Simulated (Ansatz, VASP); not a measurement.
## Pb in VASP and in Ansatz

The input INCAR:

```
SYSTEM = Pb
  PREC = Accurate
  ENCUT = 520
  EDIFF = 1E-7
  ISMEAR = -1
  SIGMA = 0.05
  LREAL = .FALSE.
  LASPH = .TRUE.
  NELM = 80
  ALGO = Normal
  ISIF = 2
  LWAVE = .FALSE.
  LCHARG = .FALSE.
  GGA = PE
  NBANDS = 21
```

The input KPOINTS:

```
regular mesh
0
G
  9 9 5
  0 0 0
```

File POSCAR:

```
Pb
1.0
    3.0785930676     -1.7733531272      0.0000000000
    3.0785930676      1.7733531272      0.0000000000
   -2.1433008646      0.0000000000      6.1754343928
Pb
2
Direct
    0.9085084100      0.9085084100      0.7262922000
    0.0914915900      0.0914915900      0.2737078000
```

File input.yaml:

```yaml
crystal:
  lattice:
    - [3.0785930676, -1.7733531272, 0.0]
    - [3.0785930676, 1.7733531272, 0.0]
    - [-2.1433008646, 0.0, 6.1754343928]
  atoms:
    - { symbol: Pb, position: [0.90850841, 0.90850841, 0.7262922] }
    - { symbol: Pb, position: [0.09149159, 0.09149159, 0.2737078] }
hamiltonian:
  xc: pbe
  pseudopotentials: { kind: paw }
kpoints:
  mp_grid: { grid: [9, 9, 5] }
scf:
  occupations: { method: fermi_dirac, width: 0.05 }
output:
  forces: true
  stress: true
  eigenvalues: true
  write_density: true
  write_potential: true
  elf: true
  volumetric_format: npy
```

Change from the starting cell: volume scaled by 1.04.

Alike in both runs: task single point; functional PBE; k mesh 9 × 9 × 5; occupations fermi-dirac, width 0.05 eV; no spin polarisation.

```csv
,VASP,Ansatz
version,VASP 6.6.1,Ansatz 0.2.0
potentials or method,"VASP PAW PBE potentials, release 64 (Pb_d)",Ansatz PAW
plane-wave cutoff (eV),520,420
valence electrons in the cell,28,28
```

Ansatz gave:

```
gap on the k mesh at the Fermi level (eV)       : none
pressure (GPa)                                  : -0.7
largest component of the traceless stress (GPa) : 0.08
rms of the force components (eV/Å)              : 0.082
```

Q: What did VASP give for the same quantities?

A: gap on the k mesh at the Fermi level (eV): none; pressure (GPa): -0.8; largest component of the traceless stress (GPa): 0.08; rms of the force components (eV/Å): 0.082.

Atom by atom the forces differ by 0.000 eV/Å (rms over components). A gap of «none» marks a metal or a gap that the smearing closes. The functional is the same, so the differences come from potentials, cutoffs and numerics.

The runs have no spin-orbit coupling, so splittings on Pb are missing.
